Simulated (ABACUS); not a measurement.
Ta:

```
Ta
1.0
    -1.65128    1.65128    1.65128
     1.65128   -1.65128    1.65128
     1.65128    1.65128   -1.65128
Ta
1
Direct
  0.00000 0.00000 0.00000
```

* Program: ABACUS 3.10.1
* Task: single point
* Functional: PBEsol
* Potentials or basis: PseudoDojo NC SR 0.4.1 PBEsol standard
* Cutoff: 789 eV
* Density cutoff: 3157 eV
* Basis: plane waves
* k mesh: 11 × 11 × 11
* Occupations: fermi-dirac, width 0.05 eV
* Spin: no spin polarisation

On this cell: pressure -4.2 GPa; band gap on the k mesh none (metal or under the smearing width).

The same run follows on a disturbed copy (cell strained at random at fixed volume):

```xyz
1
Lattice="-1.6207 1.6546 1.6292 1.6978 -1.6262 1.6778 1.6224 1.6279 -1.6008" Properties=species:S:1:pos:R:3 pbc="T T T"
Ta   -0.0498    0.0348   -0.0299
```

**Question.** What does the disturbed cell give?

**Answer.** The energy (extrapolated to zero smearing) moves by +14.3 meV/atom; pressure -3.8 GPa; band gap on the k mesh none (metal or under the smearing width).

Stress tensor (GPa, compression positive):
```
-4.39 -0.24 -4.09
-0.24 -3.16 -1.44
-4.09 -1.44 -3.94
```
